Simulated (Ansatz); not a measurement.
# ZrS2: the cost of one run

Method: DFT PBEsol, with the methods named in each step, in Ansatz 0.2.0.

1 further run of the same task is left out (set aside as unsound or not needed).

## 1. The system as given

It takes space group P-3m1 (No. 164, trigonal). Conventional cell: a = 3.691 Å, b = 3.691 Å, c = 6.041 Å, α = 90.00°, β = 90.00°, γ = 120.00°. Zr (site symmetry -3m) has 6 S at 2.57 Å as nearest neighbours. S (site symmetry 3m) has 3 Zr at 2.57 Å as nearest neighbours.

As a file:

```xyz
3
Lattice="3.6914 0.0000 0.0000 -1.8457 3.1968 0.0000 0.0000 0.0000 6.0411" Properties=species:S:1:pos:R:3 pbc="T T T"
Zr    0.0000    0.0000    0.0000
S     1.8457    1.0656    4.6038
S     0.0000    2.1312    1.4372
```

Atoms are numbered in the order of the input: Zr1, S2, S3.

## 2. Cell and atoms relaxed, PAW

input.yaml

```yaml
crystal:
  lattice:
    - [3.6913825498, 0.0, 0.0]
    - [-1.8456912749, 3.1968310632, 0.0]
    - [0.0, 0.0, 6.04107701]
  atoms:
    - { symbol: Zr, position: [0.0, 0.0, 0.0] }
    - { symbol: S, position: [0.6666666667, 0.3333333333, 0.76209003] }
    - { symbol: S, position: [0.3333333333, 0.6666666667, 0.23790997] }
kpoints:
  mp_grid: { grid: [8, 8, 4] }
scf:
  occupations: { method: fermi_dirac, width: 0.02 }
hamiltonian:
  xc: pbesol
  pseudopotentials: { kind: paw }
output:
  forces: true
  stress: true
relax:
  f_tol: 0.005
  max_steps: 50
  cell: {}
```

On the command line:

```bash
$ ansatz run input.yaml --threads 1 --pin off --max-ram 3072MiB --backend cpu --events-out ev --progress --plain --runs-dir out
```

What time and memory should one allow on 1 thread of Intel Xeon Platinum 8175M at 2.50GHz (Skylake/Cascade Lake), shared host?

About 21 s, with a peak of 0.42 GiB.
